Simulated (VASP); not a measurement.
A run of VASP 6.6.1 is set up as follows.

INCAR

```
SYSTEM = Ag
PREC = Accurate
ENCUT = 520
EDIFF = 1E-7
ISMEAR = -1
SIGMA = 0.05
LREAL = .FALSE.
LASPH = .TRUE.
NELM = 60
ALGO = Normal
ISIF = 2
LWAVE = .FALSE.
LCHARG = .FALSE.
LMAXMIX = 4
METAGGA = R2SCAN
LMIXTAU = .TRUE.
```

The input KPOINTS:

```
Automatic mesh
0
G
  11 11 11
  0 0 0
```

The input POSCAR:

```
Ag
1.0
    0.0000000000      2.0427500000      2.0427500000
    2.0427500000      0.0000000000      2.0427500000
    2.0427500000      2.0427500000      0.0000000000
Ag
1
Direct
    0.0000000000      0.0000000000      0.0000000000
```

The input KPOINTS_OPT:

```
path GXWKGLUWLK,UX
20
line-mode
reciprocal
 0.0000000000  0.0000000000  0.0000000000  G
 0.5000000000  0.0000000000  0.5000000000  X

 0.5000000000  0.0000000000  0.5000000000  X
 0.5000000000  0.2500000000  0.7500000000  W

 0.5000000000  0.2500000000  0.7500000000  W
 0.3750000000  0.3750000000  0.7500000000  K

 0.3750000000  0.3750000000  0.7500000000  K
 0.0000000000  0.0000000000  0.0000000000  G

 0.0000000000  0.0000000000  0.0000000000  G
 0.5000000000  0.5000000000  0.5000000000  L

 0.5000000000  0.5000000000  0.5000000000  L
 0.6250000000  0.2500000000  0.6250000000  U

 0.6250000000  0.2500000000  0.6250000000  U
 0.5000000000  0.2500000000  0.7500000000  W

 0.5000000000  0.2500000000  0.7500000000  W
 0.5000000000  0.5000000000  0.5000000000  L

 0.5000000000  0.5000000000  0.5000000000  L
 0.3750000000  0.3750000000  0.7500000000  K

 0.6250000000  0.2500000000  0.6250000000  U
 0.5000000000  0.0000000000  0.5000000000  X
```

Potentials or basis: VASP PAW PBE potentials, release 64 (Ag).

Run with:

```bash
$ cat potpaw_PBE.64/Ag/POTCAR > POTCAR
$ mpirun -np 1 vasp_std > vasp.out
```

**Question.** Estimate the band gap along the path.

**Answer.** None (metal or under the smearing width).

**Question.** Predict the pressure.

**Answer.** 1.4 GPa.

Levels at the corners of the path, in eV from the Fermi level:
| point | band 2 | band 3 | band 4 | band 5 | band 6 | band 7 | band 8 | band 9 |
| --- | --- | --- | --- | --- | --- | --- | --- | --- |
| Γ | -5.43 | -5.43 | -5.43 | -4.38 | -4.38 | 16.37 | 20.10 | 20.10 |
| X | -6.96 | -3.61 | -3.35 | -3.35 | 1.44 | 6.69 | 10.86 | 10.86 |
| X | -6.96 | -3.61 | -3.35 | -3.35 | 1.44 | 6.69 | 10.86 | 10.86 |
| W | -5.70 | -5.70 | -4.37 | -3.35 | 5.91 | 5.91 | 7.02 | 8.20 |
| W | -5.70 | -5.70 | -4.37 | -3.35 | 5.91 | 5.91 | 7.02 | 8.20 |
| K | -6.21 | -4.68 | -4.16 | -3.64 | 4.18 | 5.20 | 7.12 | 13.02 |
| K | -6.21 | -4.68 | -4.16 | -3.64 | 4.18 | 5.20 | 7.12 | 13.02 |
| Γ | -5.43 | -5.43 | -5.43 | -4.38 | -4.38 | 16.37 | 20.10 | 20.10 |
| Γ | -5.43 | -5.43 | -5.43 | -4.38 | -4.38 | 16.37 | 20.10 | 20.10 |
| L | -5.46 | -5.46 | -3.57 | -3.57 | -0.62 | 3.42 | 15.61 | 18.34 |
| L | -5.46 | -5.46 | -3.57 | -3.57 | -0.62 | 3.42 | 15.61 | 18.34 |
| U | -6.21 | -4.68 | -4.16 | -3.64 | 4.18 | 5.20 | 7.12 | 13.02 |
| U | -6.21 | -4.68 | -4.16 | -3.64 | 4.18 | 5.20 | 7.12 | 13.02 |
| W | -5.70 | -5.70 | -4.37 | -3.35 | 5.91 | 5.91 | 7.02 | 8.20 |
| W | -5.70 | -5.70 | -4.37 | -3.35 | 5.91 | 5.91 | 7.02 | 8.20 |
| L | -5.46 | -5.46 | -3.57 | -3.57 | -0.62 | 3.42 | 15.61 | 18.34 |
| L | -5.46 | -5.46 | -3.57 | -3.57 | -0.62 | 3.42 | 15.61 | 18.34 |
| K | -6.21 | -4.68 | -4.16 | -3.64 | 4.18 | 5.20 | 7.12 | 13.02 |
| U | -6.21 | -4.68 | -4.16 | -3.64 | 4.18 | 5.20 | 7.12 | 13.02 |
| X | -6.96 | -3.61 | -3.35 | -3.35 | 1.44 | 6.69 | 10.86 | 10.86 |

Caveat: the PAW data sets were made with another functional, which shifts forces and pressure a little.
